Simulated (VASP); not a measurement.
Wanted: the native input for a VASP 6.6.1 run.

```
Task                   : single point
Functional             : PBEsol
Potentials or basis    : VASP PAW PBE potentials, release 64 (Zn, S)
Cutoff                 : 520 eV
k mesh                 : 9 × 9 × 6
Occupations            : gaussian, width 0.05 eV
Spin                   : no spin polarisation
Dipole correction      : no
Further INCAR settings : ALGO = Normal; EDIFF = 1e-06; NBANDS = 26
```

The structure of ZnS lies in POSCAR:

```
ZnS
1.0
    3.8109987816      0.0000000000      0.0000000000
   -1.9054993908      3.3004217586      0.0000000000
    0.0000000000      0.0000000000      6.2340000000
Zn S
2 2
Direct
    0.3333333333      0.6666666667      0.0000000000
    0.6666666667      0.3333333333      0.5000000000
    0.3333333333      0.6666666667      0.3850000000
    0.6666666667      0.3333333333      0.8850000000
```

The input as run:

INCAR

```
SYSTEM = ZnS
ALGO = Normal ; EDIFF = 1E-6
ENCUT = 520 ; GGA = PS
ISIF = 2 ; ISMEAR = 0
LASPH = .TRUE. ; LCHARG = .TRUE.
LELF = .TRUE. ; LREAL = .FALSE.
LVHAR = .TRUE. ; LWAVE = .FALSE.
NBANDS = 26 ; NELM = 100
PREC = Accurate ; SIGMA = 0.05
```

KPOINTS

```
k-points
0
G
  9 9 6
  0 0 0
```

Potentials or basis: VASP PAW PBE potentials, release 64 (Zn, S).

Run with:

```console
$ cat potpaw_PBE.64/Zn/POTCAR potpaw_PBE.64/S/POTCAR > POTCAR
$ mpirun -np 1 vasp_std > vasp.out
```

Results of the run:

```yaml
Pressure: -1.1 GPa
Largest_force: 0.309 eV/Å
Band_gap_on_the_k_mesh: 2.12 eV, direct
```

Caveat: the PAW data sets were made with another functional, which shifts forces and pressure a little.

Wall time 33 s on 1 thread of Intel(R) Xeon(R) 6975P-C (Granite Rapids) (shared host), peak memory 0.23 GiB.
